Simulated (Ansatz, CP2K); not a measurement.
This is a calculation of SrVO3 for Ansatz 0.2.0. 

input.yaml

```yaml
crystal:
  lattice:
    - [3.8409, 0.0, 0.0]
    - [0.0, 3.8409, 0.0]
    - [0.0, 0.0, 3.8409]
  atoms:
    - { symbol: Sr, position: [0.5, 0.5, 0.5] }
    - { symbol: V, position: [0.0, 0.0, 0.0], spin: 2.0 }
    - { symbol: O, position: [0.0, 0.0, 0.5] }
    - { symbol: O, position: [0.0, 0.5, 0.0] }
    - { symbol: O, position: [0.5, 0.0, 0.0] }
hamiltonian:
  xc: pbe
  pseudopotentials: { kind: paw }
magnetization:
  spin_polarized: true
kpoints:
  mp_grid: { grid: [7, 7, 7] }
scf:
  occupations: { method: fermi_dirac, width: 0.05 }
output:
  forces: true
  stress: true
  eigenvalues: true
  write_density: true
  write_potential: true
  elf: true
  volumetric_format: npy
```

Potentials or basis: Ansatz PAW.

The run is started by

```console
$ ansatz run input.yaml --threads 2 --pin off --max-ram 5120MiB --backend cpu --events-out ev --progress --plain --runs-dir out
```

**Question.** What does the same run look like in CP2K 2026.2? Potentials or basis there: POTENTIAL_UZH Sr GTH-PBE-q10, V GTH-PBE-q13, O GTH-PBE-q6; TZVP-MOLOPT-PBE-GTH basis.

**Answer.** As run (cutoffs and basis follow the program's own potentials, and thresholds, step limits or extra output files can differ):

srvo3_scf.inp

```
&GLOBAL
  PROJECT srvo3_scf
  RUN_TYPE ENERGY_FORCE
  PRINT_LEVEL LOW
&END GLOBAL
&FORCE_EVAL
  METHOD QS
  STRESS_TENSOR ANALYTICAL
  &DFT
    BASIS_SET_FILE_NAME BASIS_MOLOPT_UZH
    POTENTIAL_FILE_NAME POTENTIAL_UZH
    UKS T
    MULTIPLICITY 4
    &MGRID
      CUTOFF 600
      REL_CUTOFF 60
      NGRIDS 5
    &END MGRID
    &QS
      METHOD GPW
      EPS_DEFAULT 1.0E-10
    &END QS
    &KPOINTS
      SCHEME MONKHORST-PACK 7 7 7
      GAMMA_CENTERED T
      SYMMETRY T
      SYMMETRY_BACKEND SPGLIB
    &END KPOINTS
    &SCF
      SCF_GUESS ATOMIC
      EPS_SCF 1.0E-6
      MAX_SCF 150
      ADDED_MOS 19 22
      CHOLESKY OFF
      EPS_EIGVAL 1.0E-7
      &DIAGONALIZATION ON
        ALGORITHM STANDARD
      &END DIAGONALIZATION
      &MIXING ON
        METHOD PULAY_MIXING
        ALPHA 0.4
        BETA 1.5
        NBUFFER 6
      &END MIXING
      &SMEAR ON
        METHOD FERMI_DIRAC
        ELECTRONIC_TEMPERATURE [K] 580.226
      &END SMEAR
    &END SCF
    &XC
      &XC_FUNCTIONAL PBE
      &END XC_FUNCTIONAL
    &END XC
    &PRINT
      &KPOINTS ON
      &END KPOINTS
      &MULLIKEN ON
      &END MULLIKEN
      &MO ON
        ENERGIES T
        OCCUPATION_NUMBERS T
        &EACH
          QS_SCF 0
        &END EACH
        ADD_LAST NUMERIC
      &END MO
      &LOWDIN ON
      &END LOWDIN
      &HIRSHFELD ON
        SHAPE_FUNCTION DENSITY
      &END HIRSHFELD
    &END PRINT
  &END DFT
  &SUBSYS
    &CELL
      ABC 3.8409000000 3.8409000000 3.8409000000
      ALPHA_BETA_GAMMA 90.0000000000 90.0000000000 90.0000000000
      PERIODIC XYZ
    &END CELL
    &COORD
      Sr  1.9204500000 1.9204500000 1.9204500000
      V   0.0000000000 0.0000000000 0.0000000000
      O   0.0000000000 0.0000000000 1.9204500000
      O   0.0000000000 1.9204500000 0.0000000000
      O   1.9204500000 0.0000000000 0.0000000000
    &END COORD
    &KIND Sr
      BASIS_SET TZVP-MOLOPT-PBE-GTH-q10
      POTENTIAL GTH-PBE-q10
    &END KIND
    &KIND V
      BASIS_SET TZVP-MOLOPT-PBE-GTH-q13
      POTENTIAL GTH-PBE-q13
      MAGNETIZATION 2.0
    &END KIND
    &KIND O
      BASIS_SET TZVP-MOLOPT-PBE-GTH-q6
      POTENTIAL GTH-PBE-q6
    &END KIND
    &PRINT
      &ATOMIC_COORDINATES ON
      &END ATOMIC_COORDINATES
      &CELL ON
      &END CELL
    &END PRINT
  &END SUBSYS
  &PRINT
    &FORCES ON
    &END FORCES
    &STRESS_TENSOR ON
    &END STRESS_TENSOR
  &END PRINT
&END FORCE_EVAL
```

Potentials or basis: POTENTIAL_UZH Sr GTH-PBE-q10, V GTH-PBE-q13, O GTH-PBE-q6; TZVP-MOLOPT-PBE-GTH basis.

Command:

```bash
$ OMP_NUM_THREADS=1 mpirun -n 3 cp2k.psmp -i srvo3_scf.inp -o srvo3_scf.out
```

Both were run:

|  | Ansatz | CP2K |
| --- | --- | --- |
| Pressure | 2.4 GPa | 4.3 GPa |
| Net moment | 0.00 μB per cell | 0.00 μB per cell |
| Absolute moment | 0.00 μB per cell | 0.00 μB per cell |

Ansatz's pressure holds a Pulay term of +0.66 GPa for its cutoff of 420 eV, which the other run lacks.

Where Ansatz's input types no cutoff or centring, it takes its own default and a Γ-centred mesh.

The magnetic state is the one that the start led to; the real crystal's order can differ.

Pressure is positive in compression.
